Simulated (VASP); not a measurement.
# Cu2O (Cuprite) (Pn-3m) in VASP: further runs, part 2 of 3

VASP 6.6.1. The steps go on from the part before.

### Step 3. Relaxation of the atoms, PBEsol (a relaxed cell with its volume scaled by 0.96)

The input, INCAR:

```
SYSTEM = Cu2O
PREC = Accurate ; ENCUT = 600
EDIFF = 1E-7 ; ISMEAR = 0
SIGMA = 0.03 ; LREAL = .False.
LASPH = .True. ; NELM = 80
ALGO = Normal ; ISIF = 2
LWAVE = .False. ; LCHARG = .False.
GGA = PS ; IBRION = 2
NSW = 40 ; EDIFFG = -0.01
KPAR = 2
```

The input, KPOINTS:

```
regular mesh
0
Gamma
  6 6 6
  0 0 0
```

The input, POSCAR:

```
Cu2O                                    
1.0
    4.1739481889      0.0000000000      0.0000000000
    0.0000000000      4.1739481889      0.0000000000
    0.0000000000      0.0000000000      4.1739481889
  Cu              O             
     4     2
Direct
     0.2500000000000000    0.2500000000000000    0.2500000000000000
     0.2500000000000000    0.7500000000000000    0.7500000000000000
     0.7500000000000000    0.7500000000000000    0.2500000000000000
     0.7500000000000000    0.2500000000000000    0.7500000000000000
     0.0000000000000000    0.0000000000000000    0.0000000000000000
     0.5000000000000000    0.5000000000000000    0.5000000000000000
```

Potentials or basis: VASP PAW PBE potentials, release 64 (Cu, O).

Launch:

```
cat potpaw_PBE.64/Cu/POTCAR potpaw_PBE.64/O/POTCAR > POTCAR
mpirun -np 2 vasp_std > vasp.out
```

OUTCAR:

```text
SYSTEM = Cu2O
   PREC = Accurate
   ENCUT = 600
   EDIFF = 1E-7
   ISMEAR = 0
   LREAL = .False.
   LASPH = .True.
   NELM = 80
   ISIF = 2
   GGA = PS
   IBRION = 2
   NSW = 40
   EDIFFG = -0.01

 ion  position               nearest neighbor table
   1  0.250  0.250  0.250-   5 1.81   6 1.81
   2  0.250  0.750  0.750-   5 1.81   6 1.81
   3  0.750  0.750  0.250-   5 1.81   6 1.81
   4  0.750  0.250  0.750-   5 1.81   6 1.81
   5  0.000  0.000  0.000-   1 1.81   2 1.81   3 1.81   4 1.81
   6  0.500  0.500  0.500-   1 1.81   2 1.81   3 1.81   4 1.81

  LATTYP: Found a simple cubic cell.
 ALAT       =     4.1739481889

  Lattice vectors:

 A1 = (   4.1739481889,   0.0000000000,   0.0000000000)
 A2 = (   0.0000000000,   4.1739481889,   0.0000000000)
 A3 = (   0.0000000000,   0.0000000000,   4.1739481889)

Analysis of symmetry for initial positions (statically):
=====================================================================
 Subroutine PRICEL returns:
 Original cell was already a primitive cell.

 Routine SETGRP: Setting up the symmetry group for a
 simple cubic supercell.

 Subroutine GETGRP returns: Found 48 space group operations
 (whereof 24 operations were pure point group operations)
 out of a pool of 48 trial point group operations.

The static configuration has the point symmetry T_d .
 The point group associated with its full space group is O_h .

Analysis of symmetry for dynamics (positions and initial velocities):
=====================================================================
 Subroutine PRICEL returns:
 Original cell was already a primitive cell.

 Routine SETGRP: Setting up the symmetry group for a
 simple cubic supercell.

 Subroutine GETGRP returns: Found 48 space group operations
 (whereof 24 operations were pure point group operations)
 out of a pool of 48 trial point group operations.

The dynamic configuration has the point symmetry T_d .
 The point group associated with its full space group is O_h .

 Subroutine INISYM returns: Found 48 space group operations
 (whereof 24 operations are pure point group operations),
 and found     1 'primitive' translations

----------------------------------------------------------------------------------------

                                     Primitive cell

  volume of cell :      72.7179

  direct lattice vectors                    reciprocal lattice vectors
     4.173948189  0.000000000  0.000000000     0.239581316  0.000000000  0.000000000
     0.000000000  4.173948189  0.000000000     0.000000000  0.239581316  0.000000000
     0.000000000  0.000000000  4.173948189     0.000000000  0.000000000  0.239581316

  length of vectors
     4.173948189  4.173948189  4.173948189     0.239581316  0.239581316  0.239581316

  position of ions in fractional coordinates (direct lattice)
     0.250000000  0.250000000  0.250000000
     0.250000000  0.750000000  0.750000000
     0.750000000  0.750000000  0.250000000
     0.750000000  0.250000000  0.750000000
     0.000000000  0.000000000  0.000000000
     0.500000000  0.500000000  0.500000000

  ion indices of the primitive-cell ions
   primitive index   ion index
                 1           1
                 2           2
                 3           3
[... 34 lines left out ...]
  0.333333  0.000000  0.000000      6.000000
  0.500000  0.000000  0.000000      3.000000
  0.166667  0.166667  0.000000     12.000000
  0.333333  0.166667  0.000000     24.000000
[... 12 lines left out ...]
  0.500000  0.500000  0.333333      6.000000
  0.500000  0.500000  0.500000      1.000000
   k-points           NKPTS =     20   k-points in BZ     NKDIM =     20   number of bands    NBANDS=     33
   number of dos      NEDOS =    301   number of ions     NIONS =      6
   total plane-waves  NPLWV =  46656
   dimension x,y,z NGX =    36 NGY =   36 NGZ =   36
   dimension x,y,z NGXF=    72 NGYF=   72 NGZF=   72
   ions per type =               4   2
   NGX,Y,Z   is equivalent  to a cutoff of  14.34, 14.34, 14.34 a.u.
   NGXF,Y,Z  is equivalent  to a cutoff of  28.68, 28.68, 28.68 a.u.
 SYSTEM =  Cu2O
   PREC   = accura    normal or accurate (medium, high low for compatibility)
   ISTART =      0    job   : 0-new  1-cont  2-samecut
   ICHARG =      2    charge: 1-file 2-atom 10-const
   ISPIN  =      1    spin polarized calculation?
   LNONCOLLINEAR =      F non collinear calculations
   LSORBIT =      F    spin-orbit coupling
   LASPH  =      T    aspherical Exc in radial PAW
   ENCUT  =  600.0 eV  44.10 Ry    6.64 a.u.   8.34  8.34  8.34*2*pi/ulx,y,z
   NELM   =     80;   NELMIN=  2; NELMDL= -5     # of ELM steps
   EDIFF  = 0.1E-06   stopping-criterion for ELM
   LREAL  =      F    real-space projection
   EDIFFG = -.1E-01   stopping-criterion for IOM
   NSW    =     40    number of steps for IOM
   IBRION =      2    ionic relax: 0-MD 1-quasi-New 2-CG
   NFREE  =      1    steps in history (QN), initial steepest desc. (CG)
   ISIF   =      2    stress and relaxation
   ISYM   =      2    0-nonsym 1-usesym 2-fastsym
   POTIM  = 0.5000    time-step for ionic-motion
   TEBEG  =    0.0;   TEEND  =   0.0 temperature during run
   PSTRESS=    0.0 pullay stress
   NELECT =      56.0000    total number of electrons
   NUPDOWN=      -1.0000    fix difference up-down
   EMIN   =  10.00;   EMAX   =-10.00  energy-range for DOS
   EFERMI =   0.00;   METHOD = LEGACY
   ISMEAR =     0;   SIGMA  =   0.03  broadening in eV -4-tet -1-fermi 0-gaus
   EFERMI_NEDOS =   21; number of points for ismear=-14 and -15
   IALGO  =     38    algorithm
   IMIX   =      4    mixing-type and parameters
     AMIX     =   0.40;   BMIX     =  1.00
     AMIX_MAG =   1.60;   BMIX_MAG =  1.00
  volume/ion in A,a.u.               =      12.12        81.79
  Fermi-wavevector in a.u.,A,eV,Ry     =   1.500573  2.835672 30.636500  2.251719
  Thomas-Fermi vector in A             =   2.612056
   LORBIT       =      0    0 simple, 1 ext, 2 COOP (PROOUT), +10 PAW based schemes
   GGA     = PS    functional components
   LHFCALC =     F    Hartree Fock is set to
   AEXX    =    0.0000 exact exchange contribution
   IVDW    =     0    specifies the selected vdW correction
   LEPSILON=     F    determine dielectric tensor
   LRPA    =     F    only Hartree local field effects (RPA)
 conjugate gradient relaxation of ions
 non-spin polarized calculation
 Gauss-broadening in eV      SIGMA  =   0.03
  energy-cutoff  :      600.00
  volume of cell :       72.72
 maximum number of plane-waves:      2469
 NGX is ok and might be reduce to    36
   NGX = 17   NGY = 17   NGZ = 17

 number of electron      56.0000069 magnetization

 Free energy of the ion-electron system (eV)
  ---------------------------------------------------
  ext. energy  EPLUGINS =         0.00000000
  ---------------------------------------------------
  free energy    TOTEN  =       -29.91265638 eV

  energy without entropy =      -29.91265638  energy(sigma->0) =      -29.91265638

 E-fermi :   5.5133     XC(G=0): -11.6147

 val. band max:        5.3184328712   @ k =   0.0000   0.0000   0.0000
 cond. band min:       5.9720826242   @ k =   0.0000   0.0000   0.0000
 fundamental gap:      0.6536497530
 Fermi energy:         5.5132836555

 k-point     1 :       0.0000    0.0000    0.0000
  band No.  band energies     occupation
      1     -15.3089      2.00000
      2     -14.4235      2.00000
      3      -2.5331      2.00000
      4      -2.5331      2.00000
      5      -2.5331      2.00000
      6       0.0101      2.00000
[... 709 lines left out ...]
     32      10.3973      0.00000
     33      10.3973      0.00000

------------------------ aborting loop because EDIFF is reached ----------------------------------------

  FORCE on cell =-STRESS in cart. coord.  units (eV):
  Direction    XX          YY          ZZ          XY          YZ          ZX
  --------------------------------------------------------------------------------------
  -------------------------------------------------------------------------------------
  Total        2.6701287      2.6701287      2.6701287      0.0000000     -0.0000000     -0.0000000
  in kB       58.8303742     58.8303742     58.8303742      0.0000000     -0.0000000     -0.0000000
  external PRESSURE =      58.8303742 kB  Pullay stress =       0.0000000 kB

 VOLUME and BASIS-vectors are now :
 -----------------------------------------------------------------------------
  energy-cutoff  :      600.00
  volume of cell :       72.72
      direct lattice vectors                 reciprocal lattice vectors
     4.173948189  0.000000000  0.000000000     0.239581316  0.000000000  0.000000000
     0.000000000  4.173948189  0.000000000     0.000000000  0.239581316  0.000000000
     0.000000000  0.000000000  4.173948189     0.000000000  0.000000000  0.239581316

 POSITION                                       TOTAL-FORCE (eV/Angst)
 -----------------------------------------------------------------------------------
      1.04349      1.04349      1.04349        -0.000000     -0.000000     -0.000000
      1.04349      3.13046      3.13046         0.000000      0.000000      0.000000
      3.13046      3.13046      1.04349         0.000000     -0.000000      0.000000
      3.13046      1.04349      3.13046         0.000000      0.000000     -0.000000
      0.00000      0.00000      0.00000         0.000000     -0.000000      0.000000
      2.08697      2.08697      2.08697         0.000000     -0.000000      0.000000
 -----------------------------------------------------------------------------------
    total drift:                                0.000000      0.000000      0.000000

  FREE ENERGIE OF THE ION-ELECTRON SYSTEM (eV)
  ---------------------------------------------------
  free  energy   TOTEN  =       -29.9126563793 eV

  energy  without entropy=      -29.9126563793  energy(sigma->0) =      -29.91265638

 reached required accuracy - stopping structural energy minimisation
```

It took 17 s on 2 MPI ranks of Intel Xeon 6975P-C (Granite Rapids), shared host; peak memory 0.21 GiB.

What came out:

* Free energy: -29.9127 eV
* Pressure after relaxing: 5.9 GPa
* Band gap on the k mesh: 0.65 eV, direct

Final structure:
```yaml
crystal:
  lattice:
    - [4.17395, 0.00000, 0.00000]
    - [0.00000, 4.17395, 0.00000]
    - [0.00000, 0.00000, 4.17395]
  atoms:
    - { symbol: Cu, position: [0.25000, 0.25000, 0.25000] }
    - { symbol: Cu, position: [0.25000, 0.75000, 0.75000] }
    - { symbol: Cu, position: [0.75000, 0.75000, 0.25000] }
    - { symbol: Cu, position: [0.75000, 0.25000, 0.75000] }
    - { symbol: O, position: [0.00000, 0.00000, 0.00000] }
    - { symbol: O, position: [0.50000, 0.50000, 0.50000] }
```

Caveat: the relaxation stopped at its first step, so nothing moved; the PAW data sets were made with another functional, which shifts forces and pressure a little. A k mesh can miss the band edges.

(Continued in part 3 of 3.)
